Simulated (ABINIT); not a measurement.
# Al (Fm-3m) in ABINIT: further runs

One crystal, Al, is run at these levels: LDA-VWN, PBE, PW91; tasks: band structure, equation of state.

Program: ABINIT 10.8.3 (patched build). These are calculated values, not measurements. Logs are shortened: lines on timing, memory, paths and dates and some standing lists are left out, and cuts for length are marked. The log counts tension as positive stress, the text compression.

**What was measured.**

“The interpretation of polycrystalline coherent inelastic neutron scattering from aluminium”, 2013, pmc:3831299 quotes, for a bulk crystal of Al: bulk modulus 76.9 GPa.

How close the calculation comes is told below.

### Step 1. The crystal as given

Symmetry: Fm-3m, No. 225, cubic system. The conventional cell has a = 4.050 Å, b = 4.050 Å, c = 4.050 Å, α = 90.00°, β = 90.00°, γ = 90.00°. Al (site symmetry m-3m) is surrounded by 12 Al at 2.86 Å.

### Step 2. Band structure, LDA-VWN

Input file run.abi:

```
# Datasets: ground state, then fixed potential
ndtset 2

# Pseudopotentials
pp_dirpath "./"
pseudos "Al.upf"

# Structure
acell 3*1.0 Angstrom
rprim
     0.0000000000     2.0248050000     2.0248050000
     2.0248050000     0.0000000000     2.0248050000
     2.0248050000     2.0248050000     0.0000000000
ntypat 1
znucl 13
natom 1
typat 1
xred
     0.0000000000     0.0000000000     0.0000000000

# Plane-wave basis
ecut 22.0

# Exchange and correlation
ixc -1007

# Bands and occupations
occopt 3
tsmear 0.05 eV

# SCF cycle
nstep 100

# Output
iomode 3
prtwf 0
prteig 0
prtebands 0
enunit 1
prtden1 1
prtvha1 1
prtvclmb1 1
prtpot1 1
prtelf1 1

# Dataset 1
kptopt1 1
ngkpt1 11 11 11
nshiftk1 1
shiftk1 0.0 0.0 0.0
nband1 6
tolvrs1 1.0e-10

# Dataset 2: bands along G-X-W-K-G-L-U-W-L-K
iscf2 -2
getden2 1
nband2 10
nbdbuf2 2
tolwfr2 1.0e-12
kptopt2 -9
ndivsm2 8
prteig2 1
prtvol2 -3
kptbounds2
     0.0000000000     0.0000000000     0.0000000000
     0.5000000000     0.0000000000     0.5000000000
     0.5000000000     0.2500000000     0.7500000000
     0.3750000000     0.3750000000     0.7500000000
     0.0000000000     0.0000000000     0.0000000000
     0.5000000000     0.5000000000     0.5000000000
     0.6250000000     0.2500000000     0.6250000000
     0.5000000000     0.2500000000     0.7500000000
     0.5000000000     0.5000000000     0.5000000000
     0.3750000000     0.3750000000     0.7500000000
```

Potentials or basis: PseudoDojo NC SR LDA v0.4.1 standard.

Started as:

```console
$ abinit run.abi > log 2>&1
```

run.abo:

```text
.Version 10.8.3 of ABINIT
 DATASET    1 : space group Fm -3 m (#225); Bravais cF (face-center cubic)
================================================================================
 Values of the parameters that define the memory need for DATASET  1.
     intxc =       0    ionmov =       0      iscf =       7    lmnmax =       6
     lnmax =       6     mgfft =      24  mpssoang =       3    mqgrid =    3001
     natom =       1  nloc_mem =       1    nspden =       1   nspinor =       1
    nsppol =       1      nsym =      48    n1xccc =    2501    ntypat =       1
    occopt =       3   xclevel =       1
       mpw =         564          nfft =       13824          nkpt =          56
================================================================================
================================================================================

 DATASET    2 : space group Fm -3 m (#225); Bravais cF (face-center cubic)
================================================================================
 Values of the parameters that define the memory need for DATASET  2.
     intxc =       0    ionmov =       0      iscf =      -2    lmnmax =       6
     lnmax =       6     mgfft =      24  mpssoang =       3    mqgrid =    3001
     natom =       1  nloc_mem =       1    nspden =       1   nspinor =       1
    nsppol =       1      nsym =      48    n1xccc =    2501    ntypat =       1
    occopt =       3   xclevel =       1
       mpw =         568          nfft =       13824          nkpt =         139
================================================================================
================================================================================

--------------------------------------------------------------------------------
------------- Echo of variables that govern the present computation ------------
--------------------------------------------------------------------------------
 -outvars: echo values of preprocessed input variables --------
            acell      1.8897261259E+00  1.8897261259E+00  1.8897261259E+00 Bohr
              amu      2.69815390E+01
             ecut      2.20000000E+01 Hartree
           enunit           1
           getden1          0
           getden2          1
             iscf1          7
             iscf2         -2
              ixc       -1007
           jdtset        1    2
           kptopt1          1
           kptopt2         -9
         kptrlatt       11    0    0      0   11    0      0    0   11
          kptrlen1     5.95236775E+01
          kptrlen2     3.00000000E+01
            natom           1
            nband1          6
            nband2         10
           nbdbuf1          0
           nbdbuf2          2
           ndtset           2
           ndivsm1          0
           ndivsm2          8
            ngfft          24      24      24
             nkpt1         56
             nkpt2        139
            nstep         100
             nsym          48
           ntypat           1
           occopt           3
        prtebands           0
           prteig1          0
           prteig2          1
           prtelf1          1
           prtelf2          0
           prtpot1          1
           prtpot2          0
         prtvclmb1          1
         prtvclmb2          0
           prtvha1          1
           prtvha2          0
           prtvol1          0
           prtvol2         -3
            prtwf           0
            rprim      0.0000000000E+00  2.0248050000E+00  2.0248050000E+00
                       2.0248050000E+00  0.0000000000E+00  2.0248050000E+00
                       2.0248050000E+00  2.0248050000E+00  0.0000000000E+00
           shiftk1     0.00000000E+00  0.00000000E+00  0.00000000E+00
           shiftk2     5.00000000E-01  5.00000000E-01  5.00000000E-01
          spgroup         225
           tolvrs1     1.00000000E-10
           tolvrs2     0.00000000E+00
           tolwfr1     0.00000000E+00
           tolwfr2     1.00000000E-12
           tsmear      1.83746611E-03 Hartree
            typat      1
            znucl       13.00000

================================================================================

 chkinp: Checking input parameters for consistency, jdtset=   1.
[... 162 lines left out ...]
meta: {optdriver: 0, ionmov: 0, optcell: 0, iscf: -2, paral_kgb: 0, }
...

 mkfilename : getden/=0, take file _DEN from output of DATASET   1.

 Real(R)+Recip(G) space primitive vectors, cartesian coordinates (Bohr,Bohr^-1):
 R(1)=  0.0000000  3.8263269  3.8263269  G(1)= -0.1306736  0.1306736  0.1306736
 R(2)=  3.8263269  0.0000000  3.8263269  G(2)=  0.1306736 -0.1306736  0.1306736
 R(3)=  3.8263269  3.8263269  0.0000000  G(3)=  0.1306736  0.1306736 -0.1306736
 Unit cell volume ucvol=  1.1204080E+02 bohr^3
 Angles (23,13,12)=  6.00000000E+01  6.00000000E+01  6.00000000E+01 degrees

 getcut: wavevector=  0.0000  0.0000  0.0000  ngfft=  24  24  24
         ecut(hartree)=     22.000   => boxcut(ratio)=   2.10057
--------------------------------------------------------------------------------

================================================================================
 Non-SCF case, kpt    1 (  0.00000  0.00000  0.00000), residuals and eigenvalues=
  7.17E-13  2.84E-13  2.16E-13  2.21E-13  6.13E-13  5.29E-13  5.76E-13  6.93E-13
  3.33E-10  3.38E-09
 -1.3064E-01  7.3683E-01  7.3683E-01  7.3683E-01  7.8184E-01  7.8184E-01
  7.8184E-01  8.8565E-01  9.7959E-01  9.7959E-01
 Non-SCF case, kpt    2 (  0.02174  0.00000  0.02174), residuals and eigenvalues=
  1.19E-13  7.58E-13  6.39E-13  8.15E-14  9.89E-13  1.09E-13  1.95E-13  9.72E-13
  4.32E-09  5.82E-08
 -1.3001E-01  7.2688E-01  7.2688E-01  7.3199E-01  7.8033E-01  7.9267E-01
  7.9267E-01  8.9174E-01  9.7144E-01  9.8016E-01
 Non-SCF case, kpt    3 (  0.04348  0.00000  0.04348), residuals and eigenvalues=
  4.72E-13  2.53E-13  4.30E-13  4.81E-13  8.21E-13  4.31E-13  7.10E-13  4.48E-13
  1.11E-10  2.02E-09
 -1.2814E-01  7.0815E-01  7.0815E-01  7.1935E-01  7.7592E-01  8.1405E-01
[... 667 lines left out ...]
  5.66E-13  1.23E-13  1.65E-13  3.25E-13  3.19E-13  3.10E-13  5.44E-13  2.09E-13
  2.89E-13  3.03E-08
  1.9263E-01  2.0002E-01  2.9759E-01  5.2553E-01  5.8924E-01  8.9233E-01
  1.0076E+00  1.0824E+00  1.0841E+00  1.2601E+00
 Non-SCF case, kpt  138 (  0.38393  0.38393  0.73214), residuals and eigenvalues=
  4.67E-13  1.76E-13  5.18E-13  7.86E-13  5.23E-13  4.79E-13  3.71E-13  6.09E-13
  3.82E-12  1.33E-08
  2.0450E-01  2.1312E-01  2.7293E-01  5.1886E-01  5.8153E-01  8.6800E-01
  1.0383E+00  1.0792E+00  1.0992E+00  1.2801E+00
 Non-SCF case, kpt  139 (  0.37500  0.37500  0.75000), residuals and eigenvalues=
  3.60E-13  3.45E-13  3.14E-13  3.35E-13  4.48E-13  4.21E-13  8.97E-13  2.51E-13
  8.21E-13  4.98E-09
  2.0788E-01  2.2725E-01  2.5906E-01  5.1328E-01  5.7491E-01  8.4410E-01
  1.0624E+00  1.0819E+00  1.1133E+00  1.2962E+00

--- !ResultsGS
iteration_state: {dtset: 2, }
comment   : Summary of ground state results
lattice_vectors:
- [  0.0000000,   3.8263269,   3.8263269, ]
- [  3.8263269,   0.0000000,   3.8263269, ]
- [  3.8263269,   3.8263269,   0.0000000, ]
lattice_lengths: [   5.41124,    5.41124,    5.41124, ]
lattice_angles: [ 60.000,  60.000,  60.000, ] # degrees, (23, 13, 12)
lattice_volume:   1.1204080E+02
convergence: {deltae:  0.000E+00, res2:  0.000E+00, residm:  9.992E-13, diffor:  0.000E+00, }
etotal    :  -2.36329594E+00
entropy   :   0.00000000E+00
fermie    :   2.76479023E-01
cartesian_stress_tensor: null
pressure_GPa: null
xred      :
- [  0.0000E+00,   0.0000E+00,   0.0000E+00, Al]
cartesian_forces: null
force_length_stats: {min: null, max: null, mean: null, }
...

 Integrated electronic density in atomic spheres:
 ------------------------------------------------
 Atom  Sphere_radius  Integrated_density
    1        2.00000          0.88987625
================================================================================

 ----iterations are completed or convergence reached----

 Mean square residual over all n,k,spin=   41.225E-14; max=  99.919E-14
 reduced coordinates (array xred) for    1 atoms
       0.000000000000      0.000000000000      0.000000000000

 cartesian coordinates (angstrom) at end:
    1      0.00000000000000     0.00000000000000     0.00000000000000
 length scales=  1.889726125908  1.889726125908  1.889726125908 bohr
              =  1.000000000000  1.000000000000  1.000000000000 angstroms
 Eigenvalues (   eV  ) for nkpt= 139  k points:
 kpt#   1, nband= 10, wtk=  1.00000, kpt=  0.0000  0.0000  0.0000 (reduced coord)
  -3.55483   20.05014   20.05014   20.05014   21.27485   21.27485   21.27485   24.09983
  26.65602   26.65602
 kpt#   2, nband= 10, wtk=  1.00000, kpt=  0.0217  0.0000  0.0217 (reduced coord)
  -3.53781   19.77944   19.77944   19.91847   21.23373   21.56964   21.56964   24.26546
  26.43411   26.67160
 kpt#   3, nband= 10, wtk=  1.00000, kpt=  0.0435  0.0000  0.0435 (reduced coord)
  -3.48676   19.26961   19.26961   19.57461   21.11399   22.15139   22.15139   24.71120
  25.82189   26.71829
 kpt#   4, nband= 10, wtk=  1.00000, kpt=  0.0652  0.0000  0.0652 (reduced coord)
  -3.40172   18.72327   18.72327   19.11079   20.92500   22.81634   22.81634   24.94994
  25.34479   26.79600
 kpt#   5, nband= 10, wtk=  1.00000, kpt=  0.0870  0.0000  0.0870 (reduced coord)
  -3.28275   18.18366   18.18366   18.59401   20.67990   23.51951   23.51951   23.93906
  26.09921   26.90457
 kpt#   6, nband= 10, wtk=  1.00000, kpt=  0.1087  0.0000  0.1087 (reduced coord)
  -3.12993   17.66291   17.66291   18.06155   20.39224   22.86207   24.24607   24.24607
[... 386 lines left out ...]
   4.56958    4.76515    9.70402   14.75118   16.54133   25.57080   25.73921   28.43531
  29.87743   32.64439
 kpt# 136, nband= 10, wtk=  1.00000, kpt=  0.4018  0.4018  0.6964 (reduced coord)
   4.89613    5.09524    8.87392   14.51105   16.27341   24.94245   26.57188   28.94650
  29.67581   33.57157
 kpt# 137, nband= 10, wtk=  1.00000, kpt=  0.3929  0.3929  0.7143 (reduced coord)
   5.24185    5.44295    8.09777   14.30032   16.03408   24.28161   27.41706   29.45328
  29.49952   34.29009
 kpt# 138, nband= 10, wtk=  1.00000, kpt=  0.3839  0.3839  0.7321 (reduced coord)
   5.56471    5.79928    7.42682   14.11902   15.82421   23.61953   28.25361   29.36587
  29.91019   34.83232
 kpt# 139, nband= 10, wtk=  1.00000, kpt=  0.3750  0.3750  0.7500 (reduced coord)
   5.65669    6.18384    7.04943   13.96710   15.64423   22.96905   28.90939   29.44065
  30.29397   35.27269

== END DATASET(S) ==============================================================
================================================================================

 -outvars: echo values of variables after computation  --------
            acell      1.8897261259E+00  1.8897261259E+00  1.8897261259E+00 Bohr
           etotal1    -2.3632959350E+00
            fcart1    -0.0000000000E+00 -0.0000000000E+00 -0.0000000000E+00
            rprim      0.0000000000E+00  2.0248050000E+00  2.0248050000E+00
                       2.0248050000E+00  0.0000000000E+00  2.0248050000E+00
                       2.0248050000E+00  2.0248050000E+00  0.0000000000E+00
           strten1     1.3458859958E-04  1.3458859958E-04  1.3458859958E-04
                       0.0000000000E+00  0.0000000000E+00  0.0000000000E+00
 Calculation completed.
```

It took 13 s on 1 thread of Arm Neoverse V1, shared host; peak memory 0.11 GiB.

What came out:

```
Free energy                                           : -64.3086 eV
Pressure                                              : -4.0 GPa
Band gap on the k mesh                                : none (metal or under the smearing width)
Valence electrons inside the program's atomic spheres : Al 0.89 (radii [1.0584] Å)
```

Levels at the corners of the path, in eV from the Fermi level:
```
point  band 1  band 2  band 3  band 4  band 5  band 6
    Γ  -11.08   12.53   12.53   12.53   13.75   13.75
    X   -2.90   -1.63    5.30    5.48    5.48    8.86
    W   -0.83   -0.83    0.21    0.93   15.67   15.67
    K   -1.87   -1.34   -0.47    6.44    8.12   15.45
    Γ  -11.08   12.53   12.53   12.53   13.75   13.75
    L   -4.54   -4.41   11.13   11.13   11.40   11.40
    U   -1.87   -1.34   -0.47    6.44    8.12   15.45
    W   -0.83   -0.83    0.21    0.93   15.67   15.67
    L   -4.54   -4.41   11.13   11.13   11.40   11.40
    K   -1.87   -1.34   -0.47    6.44    8.12   15.45
```

### Step 3. Equation of state, PBE

Input file run.abi:

```
# Datasets: one volume each
ndtset 7
getwfk -1
scalecart1 3*0.9795861087
scalecart2 3*0.9864848297
scalecart3 3*0.9932883884
scalecart4 3*1.0000000000
scalecart5 3*1.0066227096
scalecart6 3*1.0131594038
scalecart7 3*1.0196128224

# Pseudopotentials
pp_dirpath "./"
pseudos "Al.upf"

# Structure
acell 2.8635066922 2.8635066922 2.8635066922 Angstrom
rprim
     0.0000000000     0.7071067812     0.7071067812
     0.7071067812     0.0000000000     0.7071067812
     0.7071067812     0.7071067812     0.0000000000
ntypat 1
znucl 13
natom 1
typat 1
xred
     0.0000000000     0.0000000000     0.0000000000

# Plane-wave basis
ecut 20.0

# k points
kptopt 1
ngkpt 11 11 11
nshiftk 1
shiftk 0.0 0.0 0.0

# Exchange and correlation
ixc 11

# Bands and occupations
nband 6
occopt 3
tsmear 0.05 eV

# SCF cycle
nstep 100
tolvrs 1.0e-10

# Output
iomode 3
prtwf 1
prtden 0
prteig 0
prtebands 0
enunit 1
```

Potentials or basis: PseudoDojo NC SR PBE v0.5 stringent.

Started as:

```console
$ abinit run.abi > log 2>&1
```

Run time: 20 s. Hardware: 1 thread of Arm Neoverse V1, shared host; peak memory 0.11 GiB.

It converged, with:

```yaml
Equilibrium_volume: 16.46 Å³/atom
Bulk_modulus: 80 GPa
Pressure_derivative_of_the_bulk_modulus: 4.5
```

Energy against volume, from the lowest point:
```tsv
volume (Å³/atom)	energy (meV/atom)
15.607	11.94
15.939	4.14
16.271	0.29
16.603	0.00
16.935	2.90
17.267	8.65
17.599	16.94
```

Caveat: pressures at fixed basis lie under the slope of the energies.

### Step 4. Equation of state, LDA-VWN

Input file run.abi:

```
# Datasets: one volume each
ndtset 7
getwfk -1
scalecart1 3*0.9795861087
scalecart2 3*0.9864848297
scalecart3 3*0.9932883884
scalecart4 3*1.0000000000
scalecart5 3*1.0066227096
scalecart6 3*1.0131594038
scalecart7 3*1.0196128224

# Pseudopotentials
pp_dirpath "./"
pseudos "Al.LDA_PW-JTH.xml"

# Structure
acell 3*1.0
rprim
     0.0000000000     3.8263269058     3.8263269058
     3.8263269058     0.0000000000     3.8263269058
     3.8263269058     3.8263269058     0.0000000000
ntypat 1
znucl 13
natom 1
typat 1
xred
     0.0000000000     0.0000000000     0.0000000000

# Plane-wave basis
ecut 20.0
pawecutdg 40.0

# k points
kptopt 1
ngkpt 11 11 11
nshiftk 1
shiftk 0.0 0.0 0.0

# Exchange and correlation
ixc -1007

# Bands and occupations
nband 6
occopt 3
tsmear 0.05 eV

# SCF cycle
nstep 100
tolvrs 1.0e-9

# Output
iomode 3
prtwf 1
prtden 0
prteig 0
prtebands 0
enunit 2
```

Potentials or basis: JTH PAW LDA v2.0.

Started as:

```console
$ abinit run.abi > log 2>&1
```

Wall time 18 s (1 thread of Arm Neoverse V1, shared host); peak memory 0.11 GiB.

It converged, with:

* Equilibrium volume: 15.80 Å³/atom
* Bulk modulus: 86 GPa
* Pressure derivative of the bulk modulus: 4.6

Energy against volume, from the lowest point:
```csv
volume (Å³/atom),energy (meV/atom)
15.607,0.32
15.939,0.00
16.271,3.23
16.603,9.63
16.935,18.86
17.267,30.59
17.599,44.53
```

Caveat: pressures at fixed basis lie under the slope of the energies.

(Continued in part 2 of 2.)
